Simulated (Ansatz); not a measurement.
GeO2 (alpha-quartz type, space group P3_121)

```cif
data_Ge3O6
_chemical_formula_sum 'Ge3 O6'
_space_group_name_H-M_alt 'P3121'
_space_group_IT_number 152
_space_group_name_Hall 'P 31 2"'
_cell_length_a 4.98872
_cell_length_b 4.98872
_cell_length_c 5.67527
_cell_angle_alpha 90.000
_cell_angle_beta 90.000
_cell_angle_gamma 120.000
loop_
_atom_site_label
_atom_site_type_symbol
_atom_site_symmetry_multiplicity
_atom_site_Wyckoff_symbol
_atom_site_fract_x
_atom_site_fract_y
_atom_site_fract_z
_atom_site_occupancy
Ge1 Ge 3 a 0.54892 0.54892 0.00000 1
O1 O 6 c 0.39622 0.30313 0.24343 1
```

The volume is varied about the relaxed value V₀ at fixed cell shape. The atoms relax within the cell's symmetry.

Calculation: r2SCAN (plane waves to 500 eV, PAW, scalar-relativistic; Ansatz, a program for electronic structure). k mesh 8×8×6 (Γ-centred), Fermi-Dirac smearing 0.05 eV. Energies are smeared free energies. Compression counts positive. With the shape held, the modulus is that of even scaling; a crystal free to change shape is softer. GeO2 was relaxed with its symmetry unable to fall. ΔE is measured from the relaxed starting cell.

The scan covers V/V₀ from 0.840 to 1.160 in 13 points.

Question: What is the fitted pressure derivative B₀′?

Answer: 3.9.

Question: What bulk modulus at fixed cell shape B₀ follows from a third-order Birch-Murnaghan fit?

Answer: 43.1 GPa.

(A scan under strain: stresses follow from slopes of the energy per volume, elastic moduli from its curvatures.)
